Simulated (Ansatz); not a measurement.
The system is Ni.

```xyz
1
Lattice="0.0000 1.7376 1.7376 1.7376 0.0000 1.7376 1.7376 1.7376 0.0000" Properties=species:S:1:pos:R:3 pbc="T T T"
Ni    0.0000    0.0000    0.0000
```

```yaml
Program: Ansatz 0.2.0
Task: relaxation of cell and atoms
Functional: HSE03
Potentials_or_basis: Ansatz PAW
Cutoff: "420 eV (not typed: the program's choice for these potentials)"
k_mesh: 7 × 7 × 7
Occupations: fermi-dirac, width 0.05 eV
Spin: collinear spin, ferromagnetic start
Starting_moments: "[1.0] μB"
```

At the start: volume 10.49 Å³/atom.

Question: How do energy, volume and symmetry change on relaxing?

Answer: It ends after 7 steps and the volume is 10.84 Å³/atom (+3.4 %); space group Fm-3m (No. 225, to 0.05 Å); moment 0.99 μB per cell.

Step by step:
```
step  energy change (eV)  largest force (eV/Å)  volume (Å³)
   1              0.0000                0.0000        10.49
   2             -0.0048                0.0000        10.65
   3             -0.0065                0.0000        10.84
   4             -0.0065                0.0000        10.85
   5             -0.0072                0.0000        10.85
   6             -0.0073                0.0000        10.84
   7             -0.0073                0.0000        10.84
```

Final structure:
```yaml
crystal:
  lattice:
    - [0.00000, 1.75681, 1.75681]
    - [1.75681, 0.00000, 1.75681]
    - [1.75681, 1.75681, 0.00000]
  atoms:
    - { symbol: Ni, position: [0.00000, 0.00000, 0.00000] }
```

Caveat: the k mesh is coarse (spacing up to 0.45 Å⁻¹), so the values aren't converged, least of all with exact exchange; the magnetic or orbital state may not be the lowest; the plane-wave basis is chosen anew once the cell has moved, so the energies of steps on either side of that aren't comparable; the pressure holds a Pulay correction of +0.4 GPa for the finite cutoff; the PAW data sets come from PBE, with cores solved anew for the run's functional, which leaves a small shift of forces and pressure.
